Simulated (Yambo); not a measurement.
# Si (I4_1/amd) in Yambo: a series of runs

Runs on Si. Level: PBE. Tasks: GW quasiparticle levels.

All numbers are computed with Yambo 5.3.0; they aren't measurements. Logs are shortened: lines on timing, memory, paths and dates and some standing lists are left out, and cuts for length are marked.

### Step 1. The crystal as given

The structure is tetragonal, space group I4_1/amd (No. 141). The conventional cell has a = 4.743 Å, b = 4.743 Å, c = 2.659 Å, α = 90.00°, β = 90.00°, γ = 90.00°. Si (site symmetry -4m2) has 6 Si at 2.46 to 2.66 Å as nearest neighbours.

This isn't the form of Si at room conditions, which is diamond.

### Step 2. GW quasiparticle levels, PBE

Contents of gw0.in:

```
gw0
dyson
el_el_corr
rim_cut
HF_and_locXC
ppa
em1d
RandQpts= 1000000
RandGvec= 50 RL
EXXRLvcs= 36 Ry
VXCRLvcs= 36 Ry
Chimod= "HARTREE"
% BndsRnXp
 1 | 154 |
%
NGsBlkXp= 6 Ry
% LongDrXp
 1 | 1 | 1 |
%
PPAPntXp= 27.21138 eV
% GbndRnge
 1 | 154 |
%
GTermKind= "BG"
DysSolver= "n"
ExtendOut
% QPkrange
 1 | 13 | 1 | 9 |
%
```

Contents of scf.in:

```
&CONTROL
  calculation = 'scf'
  prefix = 'pwscf'
  outdir = './tmp'
  pseudo_dir = './pseudo'
/
&SYSTEM
  ibrav = 0
  nat = 2
  ntyp = 1
  ecutwfc = 36
  nbnd = 9
  occupations = 'smearing'
  smearing = 'fd'
  degauss = 0.00367493
  force_symmorphic = .true.
/
&ELECTRONS
  conv_thr = 4d-10
  electron_maxstep = 120
  mixing_beta = 0.5
/
ATOMIC_SPECIES
Si    28.0850 Si.upf
CELL_PARAMETERS angstrom
  -2.3713723045    2.3713723045    1.3292653899
   2.3713723045   -2.3713723045    1.3292653899
   2.3713723045    2.3713723045   -1.3292653899
ATOMIC_POSITIONS crystal
Si     0.5000000000    0.5000000000    0.0000000000
Si     0.2500000000    0.7500000000    0.5000000000
K_POINTS automatic
12 12 12 0 0 0
```

Contents of nscf.in:

```
&CONTROL
  calculation = 'nscf'
  prefix = 'pwscf'
  outdir = './tmp'
  pseudo_dir = './pseudo'
/
&SYSTEM
  ibrav = 0
  nat = 2
  ntyp = 1
  ecutwfc = 36
  nbnd = 154
  occupations = 'smearing'
  smearing = 'fd'
  degauss = 0.00367493
  force_symmorphic = .true.
/
&ELECTRONS
  conv_thr = 1d-08
  diago_full_acc = .true.
  diago_thr_init = 1d-06
/
ATOMIC_SPECIES
Si    28.0850 Si.upf
CELL_PARAMETERS angstrom
  -2.3713723045    2.3713723045    1.3292653899
   2.3713723045   -2.3713723045    1.3292653899
   2.3713723045    2.3713723045   -1.3292653899
ATOMIC_POSITIONS crystal
Si     0.5000000000    0.5000000000    0.0000000000
Si     0.2500000000    0.7500000000    0.5000000000
K_POINTS automatic
4 4 4 0 0 0
```

Contents of gw0_1.in:

```
gw0
dyson
el_el_corr
rim_cut
HF_and_locXC
ppa
em1d
RandQpts= 1000000
RandGvec= 50 RL
EXXRLvcs= 36 Ry
VXCRLvcs= 36 Ry
Chimod= "HARTREE"
% BndsRnXp
 1 | 154 |
%
NGsBlkXp= 6 Ry
% LongDrXp
 1 | 1 | 1 |
%
PPAPntXp= 27.21138 eV
% GbndRnge
 1 | 154 |
%
GTermKind= "BG"
DysSolver= "n"
ExtendOut
% QPkrange
 1 | 13 | 1 | 9 |
%
GfnQPdb= "E < gw0/ndb.QP"
```

Contents of gw0_2.in:

```
gw0
dyson
el_el_corr
rim_cut
HF_and_locXC
ppa
em1d
RandQpts= 1000000
RandGvec= 50 RL
EXXRLvcs= 36 Ry
VXCRLvcs= 36 Ry
Chimod= "HARTREE"
% BndsRnXp
 1 | 154 |
%
NGsBlkXp= 6 Ry
% LongDrXp
 1 | 1 | 1 |
%
PPAPntXp= 27.21138 eV
% GbndRnge
 1 | 154 |
%
GTermKind= "BG"
DysSolver= "n"
ExtendOut
% QPkrange
 1 | 13 | 1 | 9 |
%
GfnQPdb= "E < gw0_1/ndb.QP"
```

Contents of gw0_3.in:

```
gw0
dyson
el_el_corr
rim_cut
HF_and_locXC
ppa
em1d
RandQpts= 1000000
RandGvec= 50 RL
EXXRLvcs= 36 Ry
VXCRLvcs= 36 Ry
Chimod= "HARTREE"
% BndsRnXp
 1 | 154 |
%
NGsBlkXp= 6 Ry
% LongDrXp
 1 | 1 | 1 |
%
PPAPntXp= 27.21138 eV
% GbndRnge
 1 | 154 |
%
GTermKind= "BG"
DysSolver= "n"
ExtendOut
% QPkrange
 1 | 13 | 1 | 9 |
%
GfnQPdb= "E < gw0_2/ndb.QP"
```

Potentials or basis: PseudoDojo 0.4.1 SR PBE standard.

The run is started by

```console
> OMP_NUM_THREADS=1 pw.x -in scf.in > scf.out
> OMP_NUM_THREADS=1 pw.x -in nscf.in > nscf.out
> cd tmp/pwscf.save; p2y; mv SAVE ../..; cd ../..
> OMP_NUM_THREADS=1 yambo
> OMP_NUM_THREADS=1 yambo -F gw0.in -J gw0 -C gw0_out
> mkdir -p gw0_1; ln -s $PWD/gw0/ndb.pp* gw0_1/
> OMP_NUM_THREADS=1 yambo -F gw0_1.in -J gw0_1 -C gw0_1_out
> # levels in gw0_1/ndb.QP reset to Eo + Z (Sx + Sc(Eo) - Vxc - shift), the shift holding the valence top or Fermi level at zero
> mkdir -p gw0_2; ln -s $PWD/gw0/ndb.pp* gw0_2/
> OMP_NUM_THREADS=1 yambo -F gw0_2.in -J gw0_2 -C gw0_2_out
> # levels in gw0_2/ndb.QP reset to Eo + Z (Sx + Sc(Eo) - Vxc - shift), the shift holding the valence top or Fermi level at zero
> mkdir -p gw0_3; ln -s $PWD/gw0/ndb.pp* gw0_3/
> OMP_NUM_THREADS=1 yambo -F gw0_3.in -J gw0_3 -C gw0_3_out
> # levels in gw0_3/ndb.QP reset to Eo + Z (Sx + Sc(Eo) - Vxc - shift), the shift holding the valence top or Fermi level at zero
```

Yambo's report:

```text
[... sections 02.01 to 02.04 as in the set-up run ...]

  [02.05] Energies & Occupations
  ==============================

  [X] === General ===
  [X] Electronic Temperature                        :  0.258606E-1   300.100    [eV K]
  [X] Bosonic    Temperature                        :  0.258606E-1   300.100    [eV K]
  [X] Finite Temperature mode                       : yes
  [X] El. density                                   :  0.26756E+24 [cm-3]
  [X] Fermi Level                                   :  10.23355 [eV]

  [X] === Gaps and Widths ===
  [X] Conduction Band Min                           :  10.23355 [eV]
  [X] Valence Band Max                              :  10.23355 [eV]
  [X] Filled Bands                                  :  2
  [X] Metallic Bands                                :   3   5
  [X] Empty Bands                                   :    6  154

  [X] === Metallic Characters ===
  [X] N of el / N of met el                         :  8.000000  3.887154
  [X] Average metallic occ.                         :  0.323929

  [WARNING] [X] Metallic system

 [03] Transferred momenta grid and indexing
 ==========================================

 IBZ Q-points                                      :  13
 BZ  Q-points                                      :   64

 K/Q-points units:
 rlu = crystal or reduced units; cc = cartesian coordinates; iku = interal k-units

 Q [ 1]         [rlu]:  0.000000  0.000000  0.000000
 Q [ 2]         [rlu]: -0.47884E-17 -0.36606E-17  0.25000
 Q [ 3]         [rlu]:  0.13661E-16  0.32368E-17 -0.50000
 Q [ 4]         [rlu]:  0.48414E-16  0.25000     -0.48414E-16
 Q [ 5]         [rlu]: -0.15339E-17  0.25000      0.25000
 Q [ 6]         [rlu]: -0.13562E-16 -0.50000      0.13562E-16
 Q [ 7]         [rlu]: -0.96829E-16 -0.50000      0.25000
 Q [ 8]         [rlu]:  0.250000  0.250000  0.250000
 Q [ 9]         [rlu]:  0.250000  0.250000 -0.250000
 Q [10]         [rlu]:  0.250000 -0.500000  0.500000
 Q [11]         [rlu]:  0.250000 -0.250000  0.250000
 Q [12]         [rlu]:  0.250000 -0.250000 -0.500000
 Q [13]         [rlu]:  0.500000 -0.500000  0.500000

 [04] Coloumb potential Random Integration (RIM)
 ===============================================

  [04.01] RIM initialization
  ==========================

  * Diagonal components only detected *

  8 x (sBL volume)        :  0.153667 [a.u.]
  sBZ random points       :  1000000
  Points outside the sBZ  :   7976146
  RL volume               :  1.229339 [a.u.]
  Integrated volume       :  1.233016 [a.u.]

  [04.02] RIM integrals
  =====================

  Gamma point sphere radius             :  0.097158 [a.u.]
  Points outside the sphere             :   800312
  [Int_sBZ(q=0) 1/q^2]*(Vol_sBZ)^(-1/3) =:  7.660327
                                 should be <:  7.795600
  [WR./gw0//ndb.RIM]--------------------------------------------------------------
[... 353 lines left out ...]
   :: Time ordering fails/rest    :  0.500625
   :: Mean rel dev of PP cond     :  0.206995
   Current Q-pt index             :  13
   :: PP condition fails/total    :  0.306777
   :: Time ordering fails/rest    :  0.500238
   :: Mean rel dev of PP cond     :  0.306627

  [08.02] QP properties and I/O
  =============================

  Legend (energies in eV)
  - B  : Band       - Eo  : bare energy
  - E  : QP energy  - Z   : Renormalization factor
  - So : Sc(Eo)     - S   : Sc(E)
  - dSp: Sc derivative precision

  - lXC: Local XC (Perdew, Burke & Ernzerhof(X)+Perdew, Burke & Ernzerhof(C))
  -nlXC: non-Local XC (Hartree-Fock)

  QP [eV] @ K [1] (iku):  0.000000  0.000000  0.000000
   B=1 Eo=-14.20 E=-13.72 E-Eo=  0.48 Re(Z)=0.60 Im(Z)=  0.01918 nlXC=-18.32839 lXC=-10.76166 So=  8.36996
   B=2 Eo= -2.74 E= -3.12 E-Eo= -0.39 Re(Z)=0.74 Im(Z)=-0.759375E-2 nlXC= -13.0484 lXC= -11.0147 So=  1.50871
   B=3 Eo= -2.74 E= -3.12 E-Eo= -0.39 Re(Z)=0.74 Im(Z)=-0.759364E-2 nlXC= -13.0484 lXC= -11.0147 So=  1.50784
   B=4 Eo= -2.04 E= -2.30 E-Eo= -0.27 Re(Z)=0.75 Im(Z)=-0.234097E-2 nlXC= -11.3353 lXC= -11.1445 So=-0.164752
   B=5 Eo=  1.27 E=  1.17 E-Eo= -0.10 Re(Z)=0.77 Im(Z)=-0.181398E-2 nlXC= -5.64631 lXC= -9.94483 So= -4.42288
   B=6 Eo=  7.24 E=  7.03 E-Eo= -0.21 Re(Z)=0.72 Im(Z)= -0.01514 nlXC= -5.73904 lXC=-11.56167 So= -6.10690
   B=7 Eo=  8.83 E=  8.42 E-Eo= -0.42 Re(Z)=0.65 Im(Z)= -0.03452 nlXC= -4.52739 lXC=-11.11122 So= -7.22649
   B=8 Eo=  8.85 E=  8.48 E-Eo= -0.37 Re(Z)=0.74 Im(Z)=  0.05726 nlXC= -4.51590 lXC=-11.02173 So= -7.00594
   B=9 Eo=  8.85 E=  8.48 E-Eo= -0.37 Re(Z)=0.74 Im(Z)=  0.05738 nlXC= -4.51592 lXC=-11.02173 So= -7.00595
[... 23 lines left out ...]
  QP [eV] @ K [4] (iku):  0.12500      0.13456E-17  0.22300
   B=1 Eo=-12.53 E=-12.30 E-Eo=  0.23 Re(Z)=0.54 Im(Z)= 0.733849E-2 nlXC= -17.6539 lXC= -10.7816 So=  7.30485
   B=2 Eo= -3.90 E= -4.21 E-Eo= -0.31 Re(Z)=0.69 Im(Z)= -0.03372 nlXC=-13.42236 lXC=-11.09196 So=  1.88844
   B=3 Eo= -2.96 E= -3.33 E-Eo= -0.37 Re(Z)=0.75 Im(Z)= 0.388751E-3 nlXC= -12.6625 lXC= -10.8345 So=  1.32909
   B=4 Eo=  0.03 E= -0.24 E-Eo= -0.27 Re(Z)=0.75 Im(Z)=-0.189428E-2 nlXC= -9.15817 lXC= -10.9443 So= -2.14720
   B=5 Eo=  2.28 E=  2.08 E-Eo= -0.20 Re(Z)=0.75 Im(Z)=-0.124408E-2 nlXC= -6.89204 lXC= -10.9694 So= -4.34953
   B=6 Eo=  2.79 E=  2.62 E-Eo= -0.17 Re(Z)=0.74 Im(Z)=-0.174868E-2 nlXC= -6.88733 lXC= -11.2390 So= -4.58263
   B=7 Eo=  3.82 E=  3.70 E-Eo= -0.13 Re(Z)=0.75 Im(Z)=-0.378495E-2 nlXC= -5.57367 lXC= -10.4085 So= -5.00071
   B=8 Eo=  5.53 E=  5.39 E-Eo= -0.14 Re(Z)=0.77 Im(Z)=  0.01368 nlXC= -4.80160 lXC=-10.22063 So= -5.60799
   B=9 Eo=  5.84 E=  5.62 E-Eo= -0.22 Re(Z)=0.72 Im(Z)=-0.782144E-2 nlXC= -5.13969 lXC= -10.8034 So= -5.96962

  QP [eV] @ K [5] (iku):  0.250000  0.125000  0.222997
   B=1 Eo=-10.96 E=-10.91 E-Eo=  0.05 Re(Z)=0.63 Im(Z)=-0.839496E-3 nlXC= -16.9471 lXC= -10.8039 So=  6.22900
   B=2 Eo= -7.88 E= -8.04 E-Eo= -0.16 Re(Z)=0.65 Im(Z)= -0.08155 nlXC=-15.47461 lXC=-10.86599 So=  4.35379
   B=3 Eo= -2.04 E= -2.39 E-Eo= -0.36 Re(Z)=0.75 Im(Z)=-0.486388E-2 nlXC= -12.2284 lXC= -11.0089 So= 0.738610
   B=4 Eo= -1.06 E= -1.42 E-Eo= -0.36 Re(Z)=0.75 Im(Z)=-0.204737E-2 nlXC= -11.4363 lXC= -10.8148 So= 0.146879
   B=5 Eo=  0.81 E=  0.60 E-Eo= -0.21 Re(Z)=0.75 Im(Z)=-0.196631E-2 nlXC= -7.86989 lXC= -10.9234 So= -3.33258
   B=6 Eo=  2.80 E=  2.63 E-Eo= -0.16 Re(Z)=0.75 Im(Z)=-0.251303E-2 nlXC= -6.22566 lXC= -10.6295 So= -4.61983
   B=7 Eo=  4.59 E=  4.42 E-Eo= -0.17 Re(Z)=0.73 Im(Z)= 0.716197E-2 nlXC= -5.72268 lXC= -10.8638 So= -5.36702
   B=8 Eo=  7.04 E=  6.78 E-Eo= -0.26 Re(Z)=0.72 Im(Z)=-0.156395E-2 nlXC= -4.81225 lXC= -10.8576 So= -6.39847
   B=9 Eo=  8.62 E=  8.38 E-Eo= -0.24 Re(Z)=0.72 Im(Z)= -0.03415 nlXC= -4.57556 lXC=-10.83714 So= -6.59027
[... 56 lines left out ...]
  QP [eV] @ K [11] (iku):  0.000000  0.250000  0.000000
   B=1 Eo=-12.61 E=-12.36 E-Eo=  0.26 Re(Z)=0.59 Im(Z)= -0.02945 nlXC=-17.65984 lXC=-10.78122 So=  7.30979
   B=2 Eo= -6.98 E= -7.21 E-Eo= -0.23 Re(Z)=0.72 Im(Z)=  0.02001 nlXC=-15.08238 lXC=-11.04565 So=  3.72188
   B=3 Eo= -5.71 E= -6.04 E-Eo= -0.33 Re(Z)=0.74 Im(Z)= -0.07232 nlXC=-13.91143 lXC=-10.61338 So=  2.84487
   B=4 Eo= -0.32 E= -0.64 E-Eo= -0.32 Re(Z)=0.76 Im(Z)=-0.185451E-2 nlXC= -10.8078 lXC= -10.9025 So=-0.520222
   B=5 Eo=  4.33 E=  4.14 E-Eo= -0.19 Re(Z)=0.74 Im(Z)= 0.391075E-3 nlXC= -6.32648 lXC= -11.1778 So= -5.10931
   B=6 Eo=  6.54 E=  6.31 E-Eo= -0.22 Re(Z)=0.72 Im(Z)= 0.301818E-2 nlXC= -5.48732 lXC= -10.9193 So= -5.74133
   B=7 Eo=  7.18 E=  7.02 E-Eo= -0.16 Re(Z)=0.76 Im(Z)= -0.07106 nlXC= -4.56845 lXC=-10.43013 So= -6.06573
   B=8 Eo=  7.55 E=  7.23 E-Eo= -0.32 Re(Z)=0.72 Im(Z)= -0.03409 nlXC= -4.84959 lXC=-10.80543 So= -6.39197
   B=9 Eo= 10.14 E=  9.73 E-Eo= -0.41 Re(Z)=0.66 Im(Z)= 0.497075E-2 nlXC= -4.16382 lXC= -11.0465 So= -7.49662
[... 12 lines left out ...]
  QP [eV] @ K [13] (iku): -0.500000 -0.500000 -0.891986
   B=1 Eo= -8.55 E= -8.65 E-Eo= -0.10 Re(Z)=0.69 Im(Z)= -0.03182 nlXC=-15.95413 lXC=-11.04084 So=  4.77280
   B=2 Eo= -8.55 E= -8.65 E-Eo= -0.10 Re(Z)=0.69 Im(Z)= -0.03182 nlXC=-15.95413 lXC=-11.04084 So=  4.77280
   B=3 Eo= -7.16 E= -7.42 E-Eo= -0.26 Re(Z)=0.68 Im(Z)=-0.407638E-2 nlXC= -14.7571 lXC= -10.5474 So=  3.82946
   B=4 Eo= -7.16 E= -7.42 E-Eo= -0.26 Re(Z)=0.69 Im(Z)=-0.149619E-2 nlXC= -14.7571 lXC= -10.5474 So=  3.82890
   B=5 Eo=  5.23 E=  5.02 E-Eo= -0.21 Re(Z)=0.74 Im(Z)= -0.01260 nlXC= -6.03232 lXC=-10.88624 So= -5.13320
   B=6 Eo=  5.23 E=  5.02 E-Eo= -0.21 Re(Z)=0.74 Im(Z)= -0.01260 nlXC= -6.03232 lXC=-10.88624 So= -5.13320
   B=7 Eo= 13.04 E= 12.55 E-Eo= -0.48 Re(Z)=0.48 Im(Z)= -0.02277 nlXC= -3.68565 lXC=-11.22241 So= -8.54281
   B=8 Eo= 13.04 E= 12.55 E-Eo= -0.48 Re(Z)=0.48 Im(Z)= -0.02306 nlXC= -3.68564 lXC=-11.22241 So= -8.54333
   B=9 Eo= 13.75 E= 13.22 E-Eo= -0.53 Re(Z)=0.58 Im(Z)= 0.371469E-2 nlXC= -3.51438 lXC= -11.1385 So= -8.54077

  [WR./gw0//ndb.QP]---------------------------------------------------------------
   Lattice constants                                :  4.481244  4.481244  4.481244
   Coulomb cutoff potential                         : none
   Electronic Temperature                           :  300.1000 [K]
   Bosonic    Temperature                           :  300.1000 [K]
   Green`s function   energies                      : Perdew, Burke & Ernzerhof(X)+Perdew, Burke & Ernzerhof(C)
   wavefunctions                                    : Perdew, Burke & Ernzerhof(X)+Perdew, Burke & Ernzerhof(C)
   PPA    diel. fun.  energies                      : Perdew, Burke & Ernzerhof(X)+Perdew, Burke & Ernzerhof(C)
   wavefunctions                                    : Perdew, Burke & Ernzerhof(X)+Perdew, Burke & Ernzerhof(C)
   QP tot states                                    :  117
   GW solver                                        : Newton
   GW approximation                                 : PPA
   PPA imaginary Energy                             :  27.21138 ev
   RIM G`s                                          :   53
   RIM random pts                                   :  1000000
   dS/dw steps                                      :  2
   dS/dw step                                       :  0.100000 ev
   X G`s                                            :   55 used
   X G`s                                            :   55 disk
   X bands                                          :    1  154
   X poles                                          :  100.0000 o/o
   X e/h E range                                    : -1.000000 -1.000000 ev
   X Hxc Kernel                                     : HARTREE
   X BZ energy Double Grid                          : no
   X Optical Averaged directions                    : none
   Sc/G bands                                       :    1  154
   Sc/G damping                                     :  0.100000 ev
   Sc bands terminator                              : yes
   Sc terminator kind                               : BG
   Sc Terminator pole                               :  40.81708
   Sx RL components                                 :   757

   QP @ state[ 1 ] K range                          :   1  13
   QP @ state[ 1 ] b range                          :   1   9
   GF energies kind                                 : Perdew, Burke & Ernzerhof(X)+Perdew, Burke & Ernzerhof(C)
   GF WF`s kind                                     : Perdew, Burke & Ernzerhof(X)+Perdew, Burke & Ernzerhof(C)
   Xs energies kind                                 : Perdew, Burke & Ernzerhof(X)+Perdew, Burke & Ernzerhof(C)
   Xs WF`s kind                                     : Perdew, Burke & Ernzerhof(X)+Perdew, Burke & Ernzerhof(C)
```

Results:

```
Band gap on the k mesh, mean-field level : none (metal or under the smearing width)
```

Quasiparticle terms (eV):
```csv
k point,band,Kohn-Sham level,Vxc,Σx,Σc,Z,result
"(0.000, 0.000, 0.000)",1,-14.20,-10.76,-18.33,8.56,0.58,-13.40
"(0.000, 0.000, 0.000)",2,-2.74,-11.01,-13.05,1.48,0.74,-2.86
"(0.000, 0.000, 0.000)",3,-2.74,-11.01,-13.05,1.48,0.74,-2.87
"(0.000, 0.000, 0.000)",4,-2.04,-11.14,-11.33,-0.17,0.75,-2.02
"(0.000, 0.000, 0.000)",5,1.27,-9.94,-5.64,-4.42,0.77,1.47
"(0.000, 0.000, 0.000)",6,7.24,-11.56,-5.74,-6.13,0.69,7.29
"(0.000, 0.000, 0.000)",7,8.83,-11.11,-4.53,-7.28,0.61,8.64
"(0.000, 0.000, 0.000)",8,8.85,-11.02,-4.52,-7.06,0.80,8.71
"(0.000, 0.000, 0.000)",9,8.85,-11.02,-4.52,-7.06,0.80,8.71
"(0.000, 0.000, 0.250)",1,-13.40,-10.77,-18.00,7.89,0.56,-12.81
"(0.000, 0.000, 0.250)",2,-7.20,-10.88,-15.08,3.87,0.71,-7.16
"(0.000, 0.000, 0.250)",3,-2.02,-11.03,-12.43,0.86,0.75,-2.13
"(0.000, 0.000, 0.250)",4,0.14,-10.73,-7.39,-3.55,0.76,0.27
"(0.000, 0.000, 0.250)",5,3.58,-11.20,-6.82,-4.63,0.74,3.68
"(0.000, 0.000, 0.250)",6,5.48,-10.57,-5.19,-5.55,0.75,5.63
"(0.000, 0.000, 0.250)",7,5.91,-10.78,-5.25,-5.81,0.72,5.98
"(0.000, 0.000, 0.250)",8,8.20,-10.95,-4.70,-6.81,0.63,8.08
"(0.000, 0.000, 0.250)",9,8.63,-10.81,-4.51,-6.88,0.70,8.49
"(0.000, 0.000, -0.500)",1,-11.03,-10.80,-16.96,6.32,0.60,-10.71
"(0.000, 0.000, -0.500)",2,-11.03,-10.80,-16.96,6.32,0.60,-10.71
```

Caveat: the k mesh is coarse (spacing up to 0.68 Å⁻¹), so the values aren't converged; the plasmon-pole model is rough for a metal; the ground state has no gap, which makes the many-body step unreliable; between passes the levels were reset to the linearisation about the Kohn-Sham level, since this version mixes two points of expansion; the levels printed in its table differ; this version prints the column dSc/dw multiplied by 27.2; the terminator is approximate in this version, by hundredths of an eV.

(Part 1 of 2 ends here.)
